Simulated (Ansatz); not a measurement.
**TiC: energy and pressure over a range of volumes**

How stiff is TiC, and at what volume does the pressure vanish? The cell is scaled evenly, atoms carried along, and solved with LAPW, PAW and all-electron datasets made for the crystal.

Computed with Ansatz 0.2.0 (DFT PBE, scalar-relativistic, unless a step's input says otherwise).

## 1. The structure to begin with

The structure is cubic, space group Fm-3m (No. 225). The conventional cell has a = 4.328 Å, b = 4.328 Å, c = 4.328 Å, α = 90.00°, β = 90.00°, γ = 90.00°. Ti (site symmetry m-3m) is surrounded by 6 C at 2.16 Å. C (site symmetry m-3m) has 6 Ti at 2.16 Å as nearest neighbours.

Structure file:

```
Ti C
1.0
     0.00000    2.16400    2.16400
     2.16400    0.00000    2.16400
     2.16400    2.16400    0.00000
Ti C
1 1
Direct
  0.00000 0.00000 0.00000
  0.50000 0.50000 0.50000
```

Atoms are numbered in the order of the input: Ti1, C2.

## 2. Volume × 0.96, LAPW

Contents of input.yaml:

```yaml
crystal:
  lattice:
    - [0.0, 2.1347531715, 2.1347531715]
    - [2.1347531715, 0.0, 2.1347531715]
    - [2.1347531715, 2.1347531715, 0.0]
  atoms:
    - { symbol: Ti, position: [0.0, 0.0, 0.0] }
    - { symbol: C, position: [0.5, 0.5, 0.5] }
kpoints:
  mp_grid: { grid: [16, 16, 16] }
  band_path:
    path:
      - [0.0, 0.0, 0.0]
      - [0.5, 0.0, 0.5]
      - [0.625, 0.25, 0.625]
      - [0.375, 0.375, 0.75]
      - [0.0, 0.0, 0.0]
      - [0.5, 0.5, 0.5]
      - [0.5, 0.25, 0.75]
      - [0.5, 0.0, 0.5]
    npoints: 5
scf:
  occupations: { method: fermi_dirac, width: 0.03 }
hamiltonian:
  xc: pbe
  pseudopotentials: { kind: all_electron, lapw: { basis_error: 0.001 } }
output:
  forces: true
  stress: true
  eigenvalues: true
```

Launch:

```sh
$ ansatz run input.yaml --threads 1 --pin off --max-ram 3072MiB --backend cpu --events-out ev --progress --plain --runs-dir out
```

## 3. Volume × 0.96, PAW

Contents of input.yaml:

```yaml
crystal:
  lattice:
    - [0.0, 2.1347531715, 2.1347531715]
    - [2.1347531715, 0.0, 2.1347531715]
    - [2.1347531715, 2.1347531715, 0.0]
  atoms:
    - { symbol: Ti, position: [0.0, 0.0, 0.0] }
    - { symbol: C, position: [0.5, 0.5, 0.5] }
kpoints:
  mp_grid: { grid: [16, 16, 16] }
scf:
  occupations: { method: fermi_dirac, width: 0.03 }
hamiltonian:
  xc: pbe
  pseudopotentials: { kind: paw }
output:
  forces: true
  stress: true
  eigenvalues: true
  efg: { contact_densities: true }
```

## 4. Volume × 0.96, crystal datasets

Changes to input.yaml since step 3:

```diff
@@ -14,3 +14,3 @@
   xc: pbe
-  pseudopotentials: { kind: paw }
+  pseudopotentials: { kind: all_electron, datasets: crystal }
 output:
```

## 5. Volume × 0.99, LAPW

Contents of input.yaml:

```yaml
crystal:
  lattice:
    - [0.0, 2.1567624877, 2.1567624877]
    - [2.1567624877, 0.0, 2.1567624877]
    - [2.1567624877, 2.1567624877, 0.0]
  atoms:
    - { symbol: Ti, position: [0.0, 0.0, 0.0] }
    - { symbol: C, position: [0.5, 0.5, 0.5] }
kpoints:
  mp_grid: { grid: [16, 16, 16] }
  band_path:
    path:
      - [0.0, 0.0, 0.0]
      - [0.5, 0.0, 0.5]
      - [0.625, 0.25, 0.625]
      - [0.375, 0.375, 0.75]
      - [0.0, 0.0, 0.0]
      - [0.5, 0.5, 0.5]
      - [0.5, 0.25, 0.75]
      - [0.5, 0.0, 0.5]
    npoints: 5
scf:
  occupations: { method: fermi_dirac, width: 0.03 }
hamiltonian:
  xc: pbe
  pseudopotentials: { kind: all_electron, lapw: { basis_error: 0.001 } }
output:
  forces: true
  stress: true
  eigenvalues: true
```

## 6. Volume × 0.99, PAW

Contents of input.yaml:

```yaml
crystal:
  lattice:
    - [0.0, 2.1567624877, 2.1567624877]
    - [2.1567624877, 0.0, 2.1567624877]
    - [2.1567624877, 2.1567624877, 0.0]
  atoms:
    - { symbol: Ti, position: [0.0, 0.0, 0.0] }
    - { symbol: C, position: [0.5, 0.5, 0.5] }
kpoints:
  mp_grid: { grid: [16, 16, 16] }
scf:
  occupations: { method: fermi_dirac, width: 0.03 }
hamiltonian:
  xc: pbe
  pseudopotentials: { kind: paw }
output:
  forces: true
  stress: true
  eigenvalues: true
  efg: { contact_densities: true }
  write_density: true
  write_potential: true
  elf: true
  volumetric_format: npy
```

## 7. Volume × 0.99, crystal datasets

Changes to input.yaml since step 6:

```diff
@@ -14,3 +14,3 @@
   xc: pbe
-  pseudopotentials: { kind: paw }
+  pseudopotentials: { kind: all_electron, datasets: crystal }
 output:
@@ -20,5 +20 @@
   efg: { contact_densities: true }
-  write_density: true
-  write_potential: true
-  elf: true
-  volumetric_format: npy
```

## 8. Volume × 1.02, LAPW

Contents of input.yaml:

```yaml
crystal:
  lattice:
    - [0.0, 2.1783315435, 2.1783315435]
    - [2.1783315435, 0.0, 2.1783315435]
    - [2.1783315435, 2.1783315435, 0.0]
  atoms:
    - { symbol: Ti, position: [0.0, 0.0, 0.0] }
    - { symbol: C, position: [0.5, 0.5, 0.5] }
kpoints:
  mp_grid: { grid: [16, 16, 16] }
  band_path:
    path:
      - [0.0, 0.0, 0.0]
      - [0.5, 0.0, 0.5]
      - [0.625, 0.25, 0.625]
      - [0.375, 0.375, 0.75]
      - [0.0, 0.0, 0.0]
      - [0.5, 0.5, 0.5]
      - [0.5, 0.25, 0.75]
      - [0.5, 0.0, 0.5]
    npoints: 5
scf:
  occupations: { method: fermi_dirac, width: 0.03 }
hamiltonian:
  xc: pbe
  pseudopotentials: { kind: all_electron, lapw: { basis_error: 0.001 } }
output:
  forces: true
  stress: true
  eigenvalues: true
```

## 9. Volume × 1.02, PAW

Contents of input.yaml:

```yaml
crystal:
  lattice:
    - [0.0, 2.1783315435, 2.1783315435]
    - [2.1783315435, 0.0, 2.1783315435]
    - [2.1783315435, 2.1783315435, 0.0]
  atoms:
    - { symbol: Ti, position: [0.0, 0.0, 0.0] }
    - { symbol: C, position: [0.5, 0.5, 0.5] }
kpoints:
  mp_grid: { grid: [16, 16, 16] }
scf:
  occupations: { method: fermi_dirac, width: 0.03 }
hamiltonian:
  xc: pbe
  pseudopotentials: { kind: paw }
output:
  forces: true
  stress: true
  eigenvalues: true
  efg: { contact_densities: true }
```

## 10. Volume × 1.02, crystal datasets

Changes to input.yaml since step 9:

```diff
@@ -14,3 +14,3 @@
   xc: pbe
-  pseudopotentials: { kind: paw }
+  pseudopotentials: { kind: all_electron, datasets: crystal }
 output:
```

## 11. Volume × 1.06, LAPW

Contents of input.yaml:

```yaml
crystal:
  lattice:
    - [0.0, 2.2064421477, 2.2064421477]
    - [2.2064421477, 0.0, 2.2064421477]
    - [2.2064421477, 2.2064421477, 0.0]
  atoms:
    - { symbol: Ti, position: [0.0, 0.0, 0.0] }
    - { symbol: C, position: [0.5, 0.5, 0.5] }
kpoints:
  mp_grid: { grid: [16, 16, 16] }
  band_path:
    path:
      - [0.0, 0.0, 0.0]
      - [0.5, 0.0, 0.5]
      - [0.625, 0.25, 0.625]
      - [0.375, 0.375, 0.75]
      - [0.0, 0.0, 0.0]
      - [0.5, 0.5, 0.5]
      - [0.5, 0.25, 0.75]
      - [0.5, 0.0, 0.5]
    npoints: 5
scf:
  occupations: { method: fermi_dirac, width: 0.03 }
hamiltonian:
  xc: pbe
  pseudopotentials: { kind: all_electron, lapw: { basis_error: 0.001 } }
output:
  forces: true
  stress: true
  eigenvalues: true
```

## 12. Volume × 1.06, PAW

Contents of input.yaml:

```yaml
crystal:
  lattice:
    - [0.0, 2.2064421477, 2.2064421477]
    - [2.2064421477, 0.0, 2.2064421477]
    - [2.2064421477, 2.2064421477, 0.0]
  atoms:
    - { symbol: Ti, position: [0.0, 0.0, 0.0] }
    - { symbol: C, position: [0.5, 0.5, 0.5] }
kpoints:
  mp_grid: { grid: [16, 16, 16] }
scf:
  occupations: { method: fermi_dirac, width: 0.03 }
hamiltonian:
  xc: pbe
  pseudopotentials: { kind: paw }
output:
  forces: true
  stress: true
  eigenvalues: true
  efg: { contact_densities: true }
```

## 13. Volume × 1.06, crystal datasets

Changes to input.yaml since step 12:

```diff
@@ -14,3 +14,3 @@
   xc: pbe
-  pseudopotentials: { kind: paw }
+  pseudopotentials: { kind: all_electron, datasets: crystal }
 output:
```

(Steps that only read results are left out.)

Before running it: what results should come out? Wanted: equilibrium volume; bulk modulus (for each run or level that gives them).

The runs gave:

```
                                  quantity           value
                 equilibrium volume (LAPW)  10.167 Å³/atom
                       bulk modulus (LAPW)         250 GPa
            its pressure derivative (LAPW)             4.0
                  equilibrium volume (PAW)  10.169 Å³/atom
                        bulk modulus (PAW)         250 GPa
             its pressure derivative (PAW)             4.0
     equilibrium volume (crystal datasets)  10.167 Å³/atom
           bulk modulus (crystal datasets)         250 GPa
its pressure derivative (crystal datasets)             4.0
```

What this shows: By LAPW, the pressure vanishes at 10.17 Å³/atom (+0.3 % from the starting cell) and the bulk modulus there is 250 GPa (Birch-Murnaghan, third order). PAW's volume lies +0.01 % and its modulus less than 0.1 % from LAPW's. No thermal or zero-point expansion is included.
